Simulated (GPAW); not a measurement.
# Ballistic transport through a Sb chain with a Si atom on top of one atom, cheap and dear, part 2 of 2

Aim: T(E), conductance and thermopower of a Sb chain with a Si atom on top of one atom, and what cheaper settings cost in accuracy.

GPAW 26.7.0; GPAW LCAO, PAW setups; Landauer transmission from Green's functions with principal layers (ASE), zero bias.

So far, transmission at the Fermi level (one spin): step 2 (double-zeta polarised basis, PBE, GPAW) 2.63; step 3 (basis szp(dzp), PBE, GPAW) 2.61; step 4 (basis sz(dzp), PBE, GPAW) 2.52; step 5 (revPBE) 2.62.

### Step 8. Smearing 0.01: width = 0.01

Smearing helps the SCF of a metal converge, but it blurs occupations at band edges near the Fermi level.

This step: GPAW LCAO, PAW setups; Landauer transmission from Green's functions with principal layers (ASE), zero bias (GPAW 26.7.0).

The input, run.py:

```python
import json
import numpy as np
from ase import Atoms
from ase.transport.calculators import TransportCalculator
from gpaw import GPAW, FermiDirac
from gpaw.lcao.tools import get_lcao_hamiltonian
from scipy.linalg import eigh

# The junction with lead layers at both ends, along the third cell vector
device = Atoms(
    ['Sb', 'Sb', 'Sb', 'Sb', 'Sb', 'Si', 'Sb', 'Sb', 'Sb', 'Sb'],
    positions=[
        [4.50000, 4.50000, 1.37500],
        [4.50000, 4.50000, 4.12500],
        [4.50000, 4.50000, 6.87500],
        [4.50000, 4.50000, 9.62500],
        [4.50000, 4.50000, 12.37500],
        [6.86150, 4.50000, 12.37500],
        [4.50000, 4.50000, 15.12500],
        [4.50000, 4.50000, 17.87500],
        [4.50000, 4.50000, 20.62500],
        [4.50000, 4.50000, 23.37500]],
    cell=[[9.0, 0.0, 0.0], [0.0, 9.0, 0.0], [0.0, 0.0, 24.75]],
    pbc=True)

# One principal layer of the lead: the first 2 atoms of the device
lead = Atoms(
    ['Sb', 'Sb'],
    positions=[
        [4.50000, 4.50000, 1.37500],
        [4.50000, 4.50000, 4.12500]],
    cell=[[9.0, 0.0, 0.0], [0.0, 9.0, 0.0], [0.0, 0.0, 5.5]],
    pbc=True)

settings = dict(mode='lcao', basis='dzp', xc='PBE', h=0.2,
                occupations=FermiDirac(0.01), maxiter=250,
                mixer=dict(beta=0.1, nmaxold=8, weight=100.0),
                convergence=dict(density=0.0001))
energies = np.arange(-2, 2 + 1e-9, 0.05)
eta = 0.0001
n1, n2 = 1, 1
# k and -k transmit alike, so half of the mesh across the current serves
mesh = [(i, j) for i in range(n1) for j in range(n2) if (i, j) <= (-i % n1, -j % n2)]
weights = np.array([1 if (i, j) == (-i % n1, -j % n2) else 2 for i, j in mesh]) / (n1 * n2)

# [... helper functions left out ...]
fermi_lead = ground_state(lead, (1, 1, 20), 'lead.txt')
fermi_device = ground_state(device, (1, 1, 3), 'device.txt')
# [... loop over the mesh left out, but for ...]
        # Shift the lead onto the potential of the device's first layer
        shift = ((H[:, 0, 0] - H0[:, 0, 0]) / S0[0, 0]).real.mean()
# [...]
kT = 8.617333e-5 * 300
bias = [0.1, 0.2, 0.5, 1.0, 1.5, 2.0]
# [... integrals and printing left out ...]
```

Started as:

```bash
OMP_NUM_THREADS=1 OPENBLAS_NUM_THREADS=1 python run.py
```

What it wrote:

```text
basis functions: device 220, principal layer 46
Fermi level: lead -3.2318 eV, device -2.9967 eV; lead shifted by -0.1071 eV
largest coupling past the next layer 7.84e-05 eV, largest misfit of the first layer 0.041 eV
  E-E_F (eV)   T (one spin)  [channel counts left out]
    -2.000    9.9473e-01
    -1.950    9.9613e-01
    -1.900    9.9787e-01
    -1.850    9.9929e-01
    -1.800    9.9021e-01
    -1.750    5.1124e-01
    -1.700    7.7561e-01
    -1.650    8.9753e-01
    -1.600    1.4301e+00
    -1.550    1.8322e+00
    -1.500    2.0702e+00
    -1.450    2.2474e+00
    -1.400    2.3803e+00
    -1.350    2.4716e+00
    -1.300    2.5286e+00
    -1.250    2.5612e+00
[...]
1.650    2.4817e+00
     1.700    2.4799e+00
     1.750    2.4523e+00
     1.800    2.3866e+00
     1.850    2.2543e+00
     1.900    1.9645e+00
     1.950    8.7956e-01
     2.000    9.6139e-01
conductance at 300 K: 2.6169 G0 a cell; thermopower 0.863 uV/K
current from the zero-bias T(E) at 0.1 V: 20.273 uA
current from the zero-bias T(E) at 0.2 V: 40.532 uA
current from the zero-bias T(E) at 0.5 V: 101.07 uA
current from the zero-bias T(E) at 1.0 V: 200.08 uA
current from the zero-bias T(E) at 1.5 V: 294.62 uA
current from the zero-bias T(E) at 2.0 V: 384.25 uA
```

Elapsed: 24 s, on 1 thread of Arm Neoverse V2, shared host; peak memory 0.84 GiB.

This step gave:

```
conductance                                    : 2.617 G₀
largest coupling past the next principal layer : 7.84e-5 eV
largest misfit of the first principal layer    : 0.04096 eV
shift that aligns the lead                     : -0.1071 eV
transmission at the Fermi level (one spin)     : 2.618
```

One spin. Transmission, zone mean against energy, zero at the Fermi level:

| energy (eV) | transmission, zone mean |
| --- | --- |
| -2.000 | 0.995 |
| -1.800 | 0.990 |
| -1.600 | 1.43 |
| -1.400 | 2.38 |
| -1.200 | 2.58 |
| -1.000 | 2.6 |
| -0.800 | 2.63 |
| -0.600 | 2.67 |
| -0.400 | 2.68 |
| -0.200 | 2.66 |
| 0.000 | 2.62 |
| 0.200 | 2.54 |
| 0.400 | 2.42 |
| 0.600 | 2.25 |
| 0.800 | 2.05 |
| 1.000 | 1.96 |
| 1.200 | 2.06 |
| 1.400 | 2.28 |
| 1.600 | 2.46 |
| 1.650 | 2.48 |
| 1.800 | 2.39 |
| 2.000 | 0.961 |

Not self-consistent under bias; the bias window is split evenly. The current through one cell, from the zero-bias transmission by bias:

| bias (V) | current through one cell, from the zero-bias transmission (μA) |
| --- | --- |
| 0.100 | 20.3 |
| 0.200 | 40.5 |
| 0.500 | 101 |
| 1.000 | 200 |
| 1.500 | 295 |
| 2.000 | 384 |

Table of transmission of the three most open eigenchannels by energy, zero at the Fermi level:

| energy (eV) | channel 1 | channel 2 | channel 3 |
| --- | --- | --- | --- |
| -2.000 | 0.995 | 1.7e-10 | 5.5e-12 |
| -1.800 | 0.990 | 2.2e-11 | 1.0e-11 |
| -1.600 | 0.947 | 0.452 | 0.0312 |
| -1.400 | 0.973 | 0.960 | 0.448 |
| -1.200 | 0.984 | 0.980 | 0.615 |
| -1.000 | 0.988 | 0.982 | 0.629 |
| -0.800 | 0.992 | 0.984 | 0.653 |
| -0.600 | 0.995 | 0.985 | 0.686 |
| -0.400 | 0.996 | 0.986 | 0.699 |
| -0.200 | 0.997 | 0.988 | 0.681 |
| 0.000 | 0.996 | 0.988 | 0.633 |
| 0.200 | 0.995 | 0.988 | 0.557 |
| 0.400 | 0.994 | 0.986 | 0.442 |
| 0.600 | 0.992 | 0.983 | 0.273 |
| 0.800 | 0.990 | 0.977 | 0.0825 |
| 1.000 | 0.988 | 0.967 | 8.6e-4 |
| 1.200 | 0.986 | 0.948 | 0.125 |
| 1.400 | 0.983 | 0.912 | 0.386 |
| 1.600 | 0.980 | 0.839 | 0.645 |
| 1.800 | 0.969 | 0.756 | 0.661 |
| 2.000 | 0.961 | 1.0e-6 | 9.8e-9 |

The conductance, 2.62 G₀, lies 0.5 % below that of the dzp run.

### Step 9. Potential alignment off

Without the shift, lead and junction are matched by their Fermi levels alone.

run.py: that of step 8 with these lines changed.

```diff
@@ -35,3 +35,3 @@
 settings = dict(mode='lcao', basis='dzp', xc='PBE', h=0.2,
-                occupations=FermiDirac(0.01), maxiter=250,
+                occupations=FermiDirac(0.1), maxiter=250,
                 mixer=dict(beta=0.1, nmaxold=8, weight=100.0),
@@ -49,4 +49,4 @@
 # [... loop over the mesh left out, but for ...]
-        # Shift the lead onto the potential of the device's first layer
-        shift = ((H[:, 0, 0] - H0[:, 0, 0]) / S0[0, 0]).real.mean()
+        # Lead and device are aligned by their Fermi levels alone
+        shift = 0.0
 # [...]
```

What it wrote:

```text
basis functions: device 220, principal layer 46
Fermi level: lead -3.1685 eV, device -2.9846 eV; lead shifted by 0.0000 eV
largest coupling past the next layer 7.84e-05 eV, largest misfit of the first layer 0.061 eV
  E-E_F (eV)   T (one spin)  [channel counts left out]
    -2.000    9.9471e-01
    -1.950    9.9589e-01
    -1.900    9.9748e-01
    -1.850    9.9914e-01
    -1.800    9.9497e-01
    -1.750    7.6679e-01
    -1.700    7.2084e-01
    -1.650    8.9120e-01
    -1.600    8.5161e-01
    -1.550    2.2419e+00
    -1.500    2.2752e+00
    -1.450    2.3026e+00
    -1.400    2.3478e+00
    -1.350    2.4030e+00
    -1.300    2.4597e+00
    -1.250    2.5122e+00
[...]
1.650    2.3912e+00
     1.700    2.3750e+00
     1.750    2.3383e+00
     1.800    2.2749e+00
     1.850    2.1791e+00
     1.900    2.0529e+00
     1.950    1.9093e+00
     2.000    9.5291e-01
conductance at 300 K: 2.6466 G0 a cell; thermopower 0.6639 uV/K
current from the zero-bias T(E) at 0.1 V: 20.501 uA
current from the zero-bias T(E) at 0.2 V: 40.974 uA
current from the zero-bias T(E) at 0.5 V: 101.96 uA
current from the zero-bias T(E) at 1.0 V: 200.88 uA
current from the zero-bias T(E) at 1.5 V: 295.27 uA
current from the zero-bias T(E) at 2.0 V: 385.85 uA
```

Run time: 24 s. Hardware: 1 thread; peak memory 0.84 GiB.

This step gave:

```yaml
conductance: 2.647 G₀
largest_misfit_of_the_first_principal_layer: 0.06077 eV
shift_that_aligns_the_lead: 0 eV
transmission_at_the_fermi_level_one_spin: 2.648
```

One spin. Transmission, zone mean against energy, zero at the Fermi level:

energy (eV), transmission, zone mean and a bar from the least value:
```
   -2.000       0.99 ##
   -1.800       0.99 ##
   -1.600       0.85 
   -1.400       2.35 #########################
   -1.200       2.56 ############################
   -1.000       2.66 ##############################
   -0.850       2.67 ##############################
   -0.800       2.67 ##############################
   -0.600       2.66 ##############################
   -0.400       2.67 ##############################
   -0.200       2.67 ##############################
    0.000       2.65 ##############################
    0.200       2.57 ############################
    0.400       2.42 ##########################
    0.600       2.23 #######################
    0.800       2.05 ####################
    1.000       1.95 ##################
    1.200       2.06 ####################
    1.400       2.28 #######################
    1.600       2.39 #########################
    1.800       2.27 #######################
    2.000       0.95 ##
```

Not self-consistent under bias; the bias window is split evenly. Current through one cell, from the zero-bias transmission against bias:

| bias (V) | current through one cell, from the zero-bias transmission (μA) |
| --- | --- |
| 0.100 | 20.5 |
| 0.200 | 41.0 |
| 0.500 | 102 |
| 1.000 | 201 |
| 1.500 | 295 |
| 2.000 | 386 |

Table of transmission of the three most open eigenchannels by energy, zero at the Fermi level:

| energy (eV) | channel 1 | channel 2 | channel 3 |
| --- | --- | --- | --- |
| -2.00 | 0.995 | 1.2e-11 | 6.6e-12 |
| -1.85 | 0.999 | 5.9e-12 | 3.6e-12 |
| -1.70 | 0.721 | 6.1e-9 | 1.9e-10 |
| -1.60 | 0.852 | 1.2e-5 | 7.6e-7 |
| -1.45 | 0.974 | 0.919 | 0.409 |
| -1.30 | 0.975 | 0.964 | 0.521 |
| -1.15 | 0.989 | 0.977 | 0.629 |
| -1.05 | 0.993 | 0.980 | 0.673 |
| -0.90 | 0.994 | 0.984 | 0.696 |
| -0.75 | 0.992 | 0.985 | 0.691 |
| -0.60 | 0.993 | 0.986 | 0.684 |
| -0.50 | 0.994 | 0.986 | 0.683 |
| -0.35 | 0.996 | 0.986 | 0.686 |
| -0.20 | 0.997 | 0.987 | 0.687 |
| -0.05 | 0.998 | 0.988 | 0.672 |
| 0.00 | 0.998 | 0.989 | 0.662 |
| 0.05 | 0.997 | 0.990 | 0.648 |
| 0.20 | 0.996 | 0.991 | 0.583 |
| 0.35 | 0.993 | 0.990 | 0.482 |
| 0.50 | 0.989 | 0.988 | 0.353 |
| 0.60 | 0.988 | 0.986 | 0.258 |
| 0.75 | 0.987 | 0.981 | 0.120 |
| 0.90 | 0.988 | 0.972 | 0.0199 |
| 1.05 | 0.988 | 0.962 | 0.0112 |
| 1.15 | 0.988 | 0.953 | 0.0764 |
| 1.30 | 0.986 | 0.939 | 0.249 |
| 1.45 | 0.981 | 0.916 | 0.425 |
| 1.60 | 0.971 | 0.865 | 0.555 |
| 1.70 | 0.964 | 0.789 | 0.622 |
| 1.85 | 0.956 | 0.726 | 0.497 |
| 2.00 | 0.953 | 8.7e-6 | 1.5e-7 |

The conductance, 2.65 G₀, lies 0.7 % above that of the dzp run.

### Step 10. Summary of results

```
conductance                                        : 2.63 G₀
transmission at the Fermi level, mean of the spins : 2.63
thermopower                                        : about 0 (under 1.5 μV/K)
```

In words: In the dzp basis the junction conducts 2.63 G₀ at 300 K, with T = 2.63 a spin at the Fermi level; the sz basis reaches that conductance within 10 %. At the Fermi level the three most open eigenchannels pass 1.00, 0.99 and 0.65. Measured against the first run (dzp), the nearest curve is that of dzp-revPBE (r.m.s. 0.019) and the farthest that of sz (0.30). Over the compared runs wall time goes from 16 s (sz) to 25 s (dzp-revPBE), on a shared host. The geometry was built from estimated bond lengths and not relaxed, so the numbers describe this model structure. The run had no spin polarisation, so a magnetic state, which chains and small molecules with open shells often have, wasn't tested. Spin-orbit coupling is left out, which matters for the heavy atoms here. An evenly spaced straight chain is an idealisation: free chains tend to dimerise, zigzag or, where a band edge lies near the Fermi level, turn magnetic. The currents use the zero-bias T(E) throughout, which holds only while the bias is small against the distance to the nearest feature. The energy step is wider than the thermal energy, so the conductance and thermopower rest on interpolation of T(E).

[Logs are printed without paths, hosts, clocks, repeated set-up lines and the standing remarks that a program may print on its own settings, such as how far it seeks lower states.]

[Hosts, paths, dates, database ids (printed as entryN), source tags and the programs' standing remarks are cut or masked in the printed files.]
